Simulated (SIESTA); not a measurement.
The system is SnTe.

```
Te Sn
1.0
     0.00000    3.15085    3.15085
     3.15085    0.00000    3.15085
     3.15085    3.15085    0.00000
Te Sn
1 1
Direct
  0.50000 0.50000 0.50000
  0.00000 0.00000 0.00000
```

Base run:

* Program: SIESTA 5.4.2
* Functional: BLYP
* Potentials or basis: PseudoDojo 0.4 standard (PBE files)
* Basis: DZP (energy shift 0.003 Ry; two zetas on semicore shells)
* Grid cutoff: 500 Ry
* Energy shift: 0.003 Ry
* k mesh: 7 × 7 × 7
* Occupations: fermi-dirac, width 0.05 eV
* Spin: no spin polarisation

Its results: pressure 6.6 GPa.

**Question.** The run is repeated on the same cell with these changes: functional from BLYP to vdW-DF-cx. What comes out?

**Answer.** Pressure 1.2 GPa.

Caveats: the potentials were made for another functional, which shifts forces and pressure; the basis of atomic orbitals isn't converged, which shifts pressures, moduli and gaps.

Not every run made on this cell is shown here.
